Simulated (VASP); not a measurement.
VASP 6.6.1 run: NaH

INCAR

```
ISMEAR = -1
NELM = 80
SIGMA = 0.02
EDIFF = 1E-7
GGA = PE
NBANDS = 11
IBRION = -1
ENCUT = 520
NSW = 0
PREC = Normal
LWAVE = .FALSE.
LCHARG = .FALSE.
LREAL = .FALSE.
LASPH = .TRUE.
ISIF = 2
```

KPOINTS

```
KPOINTS created by Atomic Simulation Environment
0
Gamma
10 10 10
0 0 0
```

POSCAR

```
Na H
 1.0000000000000000
     0.0114975801000000    2.3970223070999999    2.3970223070999999
     2.3970223070999999    0.0114975801000000    2.3970223070999999
     2.3970223070999999    2.3970223070999999    0.0114975801000000
 Na  H
   1   1
Cartesian
  0.0000000000000000  0.0000000000000000  0.0000000000000000
  2.4027710971499987  2.4027710971499987  2.4027710971499996
```

The recommended PBE PAW datasets give the neutral cell 8 valence electrons.

Command

```
mpirun -np 1 vasp_std
```

Q: Predict the outcome of this run.

A: It converged. Results: gap between bands v and c on the k mesh 3.79 eV; least direct gap on the k mesh 4.67 eV; pressure 0.7 GPa. Band v is the last that the valence electrons fill when counted band by band, and c is the next.

OSZICAR

```
N       E                     dE             d eps       ncg     rms          rms(c)
DAV:   1     0.372431803794E+02    0.37243E+02   -0.45654E+03  2573   0.749E+02
DAV:   2    -0.423119735892E+01   -0.41474E+02   -0.40880E+02  2638   0.196E+02
DAV:   3    -0.550752500652E+01   -0.12763E+01   -0.12748E+01  3073   0.330E+01
DAV:   4    -0.551557541958E+01   -0.80504E-02   -0.80496E-02  2976   0.264E+00
DAV:   5    -0.551564459526E+01   -0.69176E-04   -0.69175E-04  2904   0.252E-01    0.321E+00
DAV:   6    -0.517523636042E+01    0.34041E+00   -0.32310E-01  2983   0.282E+00    0.150E+00
DAV:   7    -0.508092178559E+01    0.94315E-01   -0.32346E-01  2870   0.219E+00    0.348E-01
DAV:   8    -0.508543378591E+01   -0.45120E-02   -0.98699E-03  2765   0.973E-01    0.676E-02
DAV:   9    -0.508539192952E+01    0.41856E-04   -0.11191E-03  3073   0.360E-01    0.232E-02
DAV:  10    -0.508537773066E+01    0.14199E-04   -0.61277E-05  2837   0.497E-02    0.425E-03
DAV:  11    -0.508538100326E+01   -0.32726E-05   -0.55852E-06  2905   0.108E-02    0.308E-03
DAV:  12    -0.508538099186E+01    0.11407E-07   -0.21777E-07  2970   0.311E-03
   1 F= -.50853810E+01 E0= -.50853810E+01  d E =-.241685E-13
```

For comparison, a separate PBE run of the intended cell, on usual settings and not on those above, gives a gap of 3.79 eV on its mesh and a pressure of 0.7 GPa.
